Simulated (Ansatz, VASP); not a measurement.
## NiO in VASP and in Ansatz

The input INCAR:

```
SYSTEM = NiO
PREC = Accurate
ENCUT = 520
EDIFF = 1E-7
ISMEAR = -1
SIGMA = 0.05
LREAL = .FALSE.
LASPH = .TRUE.
NELM = 150
ALGO = Normal
ISIF = 2
LWAVE = .FALSE.
LCHARG = .FALSE.
ISPIN = 2
MAGMOM = 1 0
LORBIT = 11
LMAXMIX = 4
NBANDS = 19
```

The input KPOINTS:

```
regular mesh
0
G
  11 11 11
  0 0 0
```

File POSCAR:

```
NiO
1.0
    0.0000000000      2.1268120599      2.1268120599
    2.1268120599      0.0000000000      2.1268120599
    2.1268120599      2.1268120599      0.0000000000
Ni O
1 1
Direct
    0.0000000000      0.0000000000      0.0000000000
    0.5000000000      0.5000000000      0.5000000000
```

File input.yaml:

```yaml
crystal:
  lattice:
    - [0.0, 2.1268120599, 2.1268120599]
    - [2.1268120599, 0.0, 2.1268120599]
    - [2.1268120599, 2.1268120599, 0.0]
  atoms:
    - { symbol: Ni, position: [0.0, 0.0, 0.0], spin: 1.0 }
    - { symbol: O, position: [0.5, 0.5, 0.5] }
kpoints:
  mp_grid: { grid: [11, 11, 11] }
scf:
  occupations: { method: fermi_dirac, width: 0.05 }
hamiltonian:
  xc: lda
  pseudopotentials: { kind: all_electron, lapw: { basis_error: 0.001 } }
magnetization:
  spin_polarized: true
output:
  forces: true
  stress: true
  eigenvalues: true
```

Change from the starting cell: volume scaled by 1.06.

Alike in both runs: task single point; functional LDA; k mesh 11 × 11 × 11; occupations fermi-dirac, width 0.05 eV; collinear spin.

```csv
,VASP,Ansatz
version,VASP 6.6.1,Ansatz 0.2.0
potentials or method,"VASP PAW LDA potentials, release 64 (Ni, O)","all-electron LAPW, scalar-relativistic"
plane-wave cutoff (eV),520,see its input
```

VASP gave:

```
gap on the k mesh at the Fermi level (eV)                     : none
pressure (GPa)                                                : -28.0
net moment per atom (μB)                                      : 0.11
size of the moment on the site where the two differ most (μB) : 0.18
```

Task: What did Ansatz give for the same quantities?

Result: gap on the k mesh at the Fermi level (eV): none; pressure (GPa): -28.1; net moment per atom (μB): 0.16; size of the moment on the site where the two differ most (μB): 0.27.

Site moments also hang on the region over which each program counts them. A gap of «none» marks a metal or a gap that the smearing closes. Ansatz ran all-electron here, so the differences hold the error of VASP's frozen core and of both bases.

Caveats: semilocal functionals often make such compounds metallic where correlation or magnetic order opens a gap, which also shifts bond lengths; so large a pressure means that the cell lies far from this level's equilibrium, or that cutoff or potentials fall short (VASP).
